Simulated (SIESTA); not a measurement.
**Cs under changes of volume**

One of the cells (124.926 Å³/atom); the others are scaled copies at fixed shape and fractional positions:

```
CELL_PARAMETERS angstrom
-3.14918 3.14918 3.14918
3.14918 -3.14918 3.14918
3.14918 3.14918 -3.14918
ATOMIC_POSITIONS crystal
Cs 0.00000 0.00000 0.00000
```

| Property | Result |
| --- | --- |
| Program | SIESTA 5.4.2 |
| Functional | PBEsol |
| Potentials or basis | PseudoDojo 0.4 standard (PBEsol files) |
| Basis | DZP (energy shift 0.003 Ry; two zetas on semicore shells; d shell added on Cs) |
| Grid cutoff | 500 Ry |
| Energy shift | 0.003 Ry |
| k mesh | 6 × 6 × 6 |
| Occupations | fermi-dirac, width 0.05 eV |
| Spin | no spin polarisation |

| volume (Å³/atom) | energy over the lowest point (meV/atom) | pressure (GPa) |
| --- | --- | --- |
| 115.128 | 0.00 | -0.2 |
| 117.578 | 3.71 | -0.3 |
| 120.027 | 8.01 | -0.3 |
| 124.926 | 18.24 | -0.4 |
| 127.376 | 24.11 | -0.4 |
| 129.825 | ? | ? |

**Question.** What does the run at 129.825 Å³/atom give?

**Answer.** Energy over the lowest point 30.43 meV/atom; pressure -0.4 GPa.

Worked out: A Birch-Murnaghan fit of order 3 (a polynomial in V^(-2/3)) to the other rows has no minimum within the range. It gives 30.44 meV/atom at 129.825 Å³/atom, against the run's 30.43, and -dE/dV = -0.4 GPa, against -0.4.

Energies are extrapolated to zero smearing.

Caveats: the basis of atomic orbitals isn't converged, which shifts pressures, moduli and gaps.
